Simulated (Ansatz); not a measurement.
**Carrier doping in AgI**

The parent structure is AgI in the zinc blende structure (space group F-43m, No. 216; a = 6.4498 Å).

Carriers are added at fixed cell with a uniform background; the Fermi–Dirac width is that of 300 K.

Computed with PBEsol (Ansatz, a first-principles code; PAW; 420 eV plane waves; without spin-orbit coupling).

Notes on the quantities. Fermi level from band edge: Fermi level relative to the doped band's edge (positive inside the band; to 0.05 eV).

```csv
hole density (10^21 cm⁻³),Fermi level from band edge (eV)
0.5,0.10
1,?
1.5,0.20
5,0.45
```

Q: Fit E_F = C n^s, fitted as a line in log–log form (a parabolic band gives s = 2/3) to the rows shown and predict the withheld row.

A: Least squares on the printed values gives C = 0.16 eV, s = 0.65 (largest residual 0.00 eV); this predicts 0.16 eV, and the run gives 0.15 eV, in agreement.

Charged cell with a jellium background: band edges are those of the host's band count, energies are not comparable with the neutral cell, and many-body gap narrowing is missing. Whether these cells are dynamically stable was not tested.
